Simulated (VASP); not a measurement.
# Al (Im-3m) in VASP: settings compared, part 2 of 2

VASP 6.6.1. Earlier steps stand in the parts before.

### Step 3. Relaxation of cell and atoms, PBEsol

File INCAR:

```
  PREC = Accurate
  ENCUT = 600
  EDIFF = 1E-7
  ISMEAR = 0
  SIGMA = 0.1
  LREAL = False
  LASPH = True
  NELM = 60
  ALGO = Normal
  ISIF = 3
  LWAVE = False
  LCHARG = False
  GGA = PS
  IBRION = 2
  NSW = 90
  EDIFFG = -0.005
```

File KPOINTS:

```
Automatic mesh
0
Gamma
  18 18 18
```

File POSCAR:

```
Al
1.0
   -1.6070005800      1.6070005800      1.6070005800
    1.6070005800     -1.6070005800      1.6070005800
    1.6070005800      1.6070005800     -1.6070005800
Al
1
Direct
    0.0000000000      0.0000000000      0.0000000000
```

Potentials or basis: VASP PAW PBE potentials, release 64 (Al).

Command:

```console
cat potpaw_PBE.64/Al/POTCAR > POTCAR
mpirun -np 1 vasp_std > vasp.out
```

Run time: 4.8 s. Hardware: 1 thread of Intel Xeon 6975P-C (Granite Rapids), shared host; peak memory 0.14 GiB.

Results (log left out):

```
Free energy             : -3.9964 eV
Pressure after relaxing : 0.0 GPa
Band gap on the k mesh  : none (metal or under the smearing width)
```

Final structure:
```
Al
1.0
    -1.60700    1.60700    1.60700
     1.60700   -1.60700    1.60700
     1.60700    1.60700   -1.60700
Al
1
Direct
  0.00000 0.00000 0.00000
```

Levels at points of the mesh, in eV from the Fermi level:
```csv
k point,band 1,band 2,band 3,band 4
"(0.00, 0.00, 0.00)",-11.09,13.20,13.20,13.20
"(0.50, 0.00, 0.00)",-4.31,-3.86,8.10,8.23
"(0.50, 0.50, 0.50)",1.85,1.85,1.85,2.97
```

Caveat: the relaxation stopped at its first step, so nothing moved; the PAW data sets were made with another functional, which shifts forces and pressure a little.

### Step 4. Relaxation of cell and atoms, LDA

INCAR: that of step 3 with these lines changed.

```diff
@@ -12,3 +12,2 @@
   LCHARG = False
-  GGA = PS
   IBRION = 2
```

KPOINTS is that of step 3.

POSCAR is that of step 3.

Potentials or basis: VASP PAW LDA potentials, release 64 (Al).

Command:

```console
cat potpaw_LDA.64/Al/POTCAR > POTCAR
mpirun -np 1 vasp_std > vasp.out
```

OUTCAR:

```text
PREC = Accurate
   ENCUT = 600
   EDIFF = 1E-7
   ISMEAR = 0
   LREAL = False
   LASPH = True
   NELM = 60
   ISIF = 3
   IBRION = 2
   NSW = 90
   EDIFFG = -0.005

 ion  position               nearest neighbor table
   1  0.000  0.000  0.000-

  LATTYP: Found a body centered cubic cell.
 ALAT       =     3.2140011600

  Lattice vectors:

 A1 = (  -1.6070005800,   1.6070005800,   1.6070005800)
 A2 = (   1.6070005800,  -1.6070005800,   1.6070005800)
 A3 = (   1.6070005800,   1.6070005800,  -1.6070005800)

Analysis of symmetry for initial positions (statically):
=====================================================================
 Subroutine PRICEL returns:
 Original cell was already a primitive cell.

 Routine SETGRP: Setting up the symmetry group for a
 body centered cubic supercell.

 Subroutine GETGRP returns: Found 48 space group operations
 (whereof 48 operations were pure point group operations)
 out of a pool of 48 trial point group operations.

The static configuration has the point symmetry O_h .

[... 164 lines left out ...]

  FORCE on cell =-STRESS in cart. coord.  units (eV):
  Direction    XX          YY          ZZ          XY          YZ          ZX
  --------------------------------------------------------------------------------------
  -------------------------------------------------------------------------------------
  Total       -0.1636304     -0.1636304     -0.1636304     -0.0000000      0.0000000      0.0000000
  in kB      -15.7930708    -15.7930708    -15.7930708     -0.0000000      0.0000000      0.0000000
  external PRESSURE =     -15.7930708 kB  Pullay stress =       0.0000000 kB
[... 57 lines left out ...]
--------------------------------------- Ionic step        3  -------------------------------------------

 number of electron       3.0000000 magnetization

 Free energy of the ion-electron system (eV)
  ---------------------------------------------------
  ext. energy  EPLUGINS =         0.00000000
  ---------------------------------------------------
  free energy    TOTEN  =        -4.09392861 eV

  energy without entropy =       -4.09225801  energy(sigma->0) =       -4.09309331

 E-fermi :   7.9692     XC(G=0): -10.4063

 val. band max:        7.9237381161   @ k =  -0.3889  -0.4444   0.2222
 cond. band min:       7.9725203376   @ k =   0.2778   0.1667   0.0556
 fundamental gap:      0.0487822215
 Fermi energy:         7.9692240842

 k-point     1 :       0.0000    0.0000    0.0000
  band No.  band energies     occupation
      1      -3.2475      2.00000
      2      21.2485      0.00000
      3      21.2485      0.00000
      4      21.2485      0.00000
      5      22.6189      0.00000
[... 177 lines left out ...]
 k-point    24 :       0.3889    0.1111    0.0000
  band No.  band energies     occupation
      1       2.6247      2.00000
      2       5.7310      2.00000
      3      13.1155      0.00000
      4      16.0128      0.00000
      5      19.4938      0.00000

 [... further k-points ...]
[... 5 lines left out ...]
  --------------------------------------------------------------------------------------
  -------------------------------------------------------------------------------------
  Total        0.0000858      0.0000858      0.0000858      0.0000000      0.0000000      0.0000000
  in kB        0.0084615      0.0084615      0.0084615      0.0000000      0.0000000      0.0000000
  external PRESSURE =       0.0084615 kB  Pullay stress =       0.0000000 kB
[... 16 lines left out ...]
  FREE ENERGIE OF THE ION-ELECTRON SYSTEM (eV)
  ---------------------------------------------------
  free  energy   TOTEN  =        -4.0939286085 eV

  energy  without entropy=       -4.0922580096  energy(sigma->0) =       -4.09309331

 reached required accuracy - stopping structural energy minimisation
```

OSZICAR:

```text
N       E                     dE             d eps       ncg     rms          rms(c)
DAV:   1    -0.158469184498E+01   -0.15847E+01   -0.99451E+02  1970   0.387E+02
DAV:   2    -0.410274361848E+01   -0.25181E+01   -0.23429E+01  2505   0.333E+01
DAV:   3    -0.412152784250E+01   -0.18784E-01   -0.18777E-01  2725   0.352E+00
[... 14 lines left out ...]
       N       E                     dE             d eps       ncg     rms          rms(c)
DAV:   1    -0.409393033674E+01   -0.13960E-04   -0.16925E-04  2665   0.804E-02    0.103E-02
DAV:   2    -0.409392930404E+01    0.10327E-05   -0.11543E-06  2445   0.981E-03    0.414E-03
DAV:   3    -0.409392863418E+01    0.66986E-06   -0.30498E-07  2605   0.329E-03    0.121E-03
DAV:   4    -0.409392860848E+01    0.25700E-07   -0.14723E-08  1415   0.761E-04
   3 F= -.40939286E+01 E0= -.40930933E+01  d E =-.181109E-02
```

CONTCAR:

```text
Al
   1.00000000000000
    -1.5952638595429807    1.5952638595429807    1.5952638595429807
     1.5952638595429807   -1.5952638595429807    1.5952638595429807
     1.5952638595429807    1.5952638595429807   -1.5952638595429807
  Al
     1
Direct
     0.0000000000000000    0.0000000000000000    0.0000000000000000

  0.00000000E+00  0.00000000E+00  0.00000000E+00
```

Wall time 8.2 s (1 thread of Intel Xeon 6975P-C (Granite Rapids), shared host); peak memory 0.14 GiB.

Results:

```yaml
Free_energy: -4.0939 eV
Relaxed_volume: 16.24 Å³/atom
Relaxed_cell: a = 2.763 Å, b = 2.763 Å, c = 2.763 Å, α = 109.47°, β = 109.47°, γ = 109.47°
Space_group_after_relaxing_to_0.05_Å: Im-3m (No. 229)
Energy_gained_by_relaxing: 1.8 meV/atom
Ionic_steps: 3
Pressure_after_relaxing: 0.0 GPa
Band_gap_on_the_k_mesh: none (metal or under the smearing width)
```

Step by step:
```csv
step,energy change (eV),largest force (eV/Å),pressure (GPa),volume (Å³)
1,0.0000,0.0000,-1.58,16.60
2,-0.0018,0.0000,0.14,16.21
3,-0.0018,0.0000,0.00,16.24
```

Final structure:
```
Al
1.0
    -1.59526    1.59526    1.59526
     1.59526   -1.59526    1.59526
     1.59526    1.59526   -1.59526
Al
1
Direct
  0.00000 0.00000 0.00000
```

Levels at points of the mesh, in eV from the Fermi level:
```tsv
k point	band 1	band 2	band 3	band 4	band 5
(0.00, 0.00, 0.00)	-11.22	13.28	13.28	13.28	14.65
(0.50, 0.00, 0.00)	-4.35	-3.90	8.15	8.31	10.03
(0.50, 0.50, 0.50)	1.86	1.86	1.86	3.02	3.02
```

### Step 5. Relaxation of cell and atoms, PBE

INCAR: that of step 4 with these lines changed.

```diff
@@ -12,2 +12,3 @@
   LCHARG = False
+  GGA = PE
   IBRION = 2
```

KPOINTS is that of step 4.

POSCAR is that of step 4.

Potentials or basis: VASP PAW PBE potentials, release 64 (Al).

Command:

```console
cat potpaw_PBE.64/Al/POTCAR > POTCAR
mpirun -np 1 vasp_std > vasp.out
```

It took 9.5 s on 1 thread of Intel Xeon 6975P-C (Granite Rapids), shared host; peak memory 0.14 GiB.

Results (log left out):

| Item | Value |
| --- | --- |
| Free energy | -3.6529 eV |
| Relaxed volume | 16.93 Å³/atom |
| Relaxed cell | a = 2.802 Å, b = 2.802 Å, c = 2.802 Å, α = 109.47°, β = 109.47°, γ = 109.47° |
| Space group after relaxing (to 0.05 Å) | Im-3m (No. 229) |
| Energy gained by relaxing | 1.5 meV/atom |
| Ionic steps | 3 |
| Pressure after relaxing | 0.0 GPa |
| Band gap on the k mesh | none (metal or under the smearing width) |

The path:
```
step  energy change (eV)  largest force (eV/Å)  pressure (GPa)  volume (Å³)
   1              0.0000                0.0000            1.45        16.60
   2             -0.0015                0.0000           -0.13        16.96
   3             -0.0015                0.0000            0.00        16.93
```

Final structure:
```
Al
1.0
    -1.61770    1.61770    1.61770
     1.61770   -1.61770    1.61770
     1.61770    1.61770   -1.61770
Al
1
Cartesian
  0.0000 0.0000 0.0000
```

Levels at points of the mesh, in eV from the Fermi level:
```tsv
k point	band 1	band 2	band 3	band 4	band 5
(0.00, 0.00, 0.00)	-10.96	13.10	13.10	13.10	14.32
(0.50, 0.00, 0.00)	-4.23	-3.84	7.96	8.20	9.79
(0.50, 0.50, 0.50)	1.82	1.82	1.82	3.02	3.02
```

### Step 6. Relaxation of cell and atoms, PBE+D3(BJ)

INCAR: that of step 5 with these lines changed.

```diff
@@ -13,2 +13,3 @@
   GGA = PE
+  IVDW = 12
   IBRION = 2
```

KPOINTS is that of step 5.

POSCAR is that of step 5.

Potentials or basis: VASP PAW PBE potentials, release 64 (Al).

Command:

```console
cat potpaw_PBE.64/Al/POTCAR > POTCAR
mpirun -np 1 vasp_std > vasp.out
```

It took 9.1 s on 1 thread of Intel Xeon 6975P-C (Granite Rapids), shared host; peak memory 0.15 GiB.

It converged, with:

* Free energy: -3.9877 eV
* Relaxed volume: 16.17 Å³/atom
* Relaxed cell: a = 2.759 Å, b = 2.759 Å, c = 2.759 Å, α = 109.47°, β = 109.47°, γ = 109.47°
* Space group after relaxing (to 0.05 Å): Im-3m (No. 229)
* Energy gained by relaxing: 2.6 meV/atom
* Ionic steps: 3
* Pressure after relaxing: 0.0 GPa
* Band gap on the k mesh: none (metal or under the smearing width)
* Dispersion energy per atom: -0.343 eV

The path:
```tsv
step	energy change (eV)	largest force (eV/Å)	pressure (GPa)	volume (Å³)
1	0.0000	0.0000	-1.89	16.60
2	-0.0026	0.0000	0.18	16.13
3	-0.0026	0.0000	0.00	16.17
```

Final structure:
```
CELL_PARAMETERS angstrom
-1.59305 1.59305 1.59305
1.59305 -1.59305 1.59305
1.59305 1.59305 -1.59305
ATOMIC_POSITIONS crystal
Al 0.00000 0.00000 0.00000
```

Levels at points of the mesh, in eV from the Fermi level:
```
           k point  band 1  band 2  band 3  band 4  band 5
(0.00, 0.00, 0.00)  -11.29   13.37   13.37   13.37   14.98
(0.50, 0.00, 0.00)   -4.41   -3.90    8.30    8.30   10.10
(0.50, 0.50, 0.50)    1.88    1.88    1.88    2.94    2.94
```

Caveat: pairwise dispersion overbinds metals, which lowers pressure and volume.

### Step 7. Summary

| level | potentials or basis | gap on the mesh (eV) | pressure (GPa) | relaxed volume (Å³/atom) |
| --- | --- | --- | --- | --- |
| RPBE | VASP PAW PBE potentials, release 64 (Al) | none | 0.0 | 17.21 |
| PBEsol | VASP PAW PBE potentials, release 64 (Al) | none | 0.0 | - |
| LDA | VASP PAW LDA potentials, release 64 (Al) | none | 0.0 | 16.24 |
| PBE | VASP PAW PBE potentials, release 64 (Al) | none | 0.0 | 16.93 |
| PBE+D3(BJ) | VASP PAW PBE potentials, release 64 (Al) | none | 0.0 | 16.17 |

Alike in all rows: task relaxation of cell and atoms; no spin polarisation; cell relaxed; k mesh 18 × 18 × 18; cutoff (eV) 600; smearing gaussian 0.1 eV.

Caveats: the PAW data sets were made with another functional, which shifts forces and pressure a little (some runs); the relaxation stopped at its first step, so nothing moved (some runs); pairwise dispersion overbinds metals, which lowers pressure and volume (some runs).

Total energies depend on the potentials used, so only differences within one code and one set of settings carry meaning.
